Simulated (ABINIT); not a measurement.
Runs of ABINIT 10.8.3 (patched build) on CdF2. Symmetry: Fm-3m, No. 225, cubic system. The conventional cell has a = 5.388 Å, b = 5.388 Å, c = 5.388 Å, α = 90.00°, β = 90.00°, γ = 90.00°. Cd (site symmetry m-3m) has 8 F at 2.33 Å as nearest neighbours. F (site symmetry -43m) has 4 Cd at 2.33 Å as nearest neighbours. 

```csv
task,level,spin,cutoff (eV),fine-grid cutoff,dispersion computed by,gap on the mesh (eV),pressure (GPa),V0 of scaled cells (Å³/atom),B0 (GPa)
single point,PW91,off,762,1360.57 eV,-,3.11,3.4,-,-
equation of state,PBE+D3(BJ),off,626,1224.51 eV,simple-dftd3 1.7.0,-,-,13.44,101
band structure,PBE,off,626,1224.51 eV,-,3.10,5.1,-,-
equation of state,PBE,off,626,1224.51 eV,-,-,-,13.71,(a)
single point,PBE,off,762,1360.57 eV,-,3.10,(b),-,-
single point,r2SCAN,off,762,1360.57 eV,-,3.79,-1.2,-,-
band structure,PBE,"SOC, no magnetisation",626,1224.51 eV,-,3.10,5.1,-,-
single point,WC,off,762,1360.57 eV,-,2.97,-1.4,-,-
single point,revPBE,off,762,1360.57 eV,-,3.26,(c),-,-
single point,RPBE,off,762,1360.57 eV,-,3.30,9.0,-,-
single point,PBEsol,off,762,1360.57 eV,-,2.94,-1.3,-,-
equation of state,PBE+D4,off,626,1224.51 eV,dftd4 4.3.1,-,-,13.44,101
```

Alike in all rows: potentials or basis JTH PAW PBE v2.0; cell as given; k mesh 9 × 9 × 9; smearing fermi-dirac 0.05 eV.

Q: Fill in the values left out.

A: (a) 96; (b) 4.3; (c) 7.8.

Caveats: an odd mesh through Γ misses points on the zone boundary, where band edges often lie (some runs); the PAW data sets were made with another functional, which shifts forces and pressure a little (some runs); pressures at fixed basis lie under the slope of the energies (some runs).

A k mesh can miss the band edges, and rows without SOC leave out spin-orbit coupling on Cd.
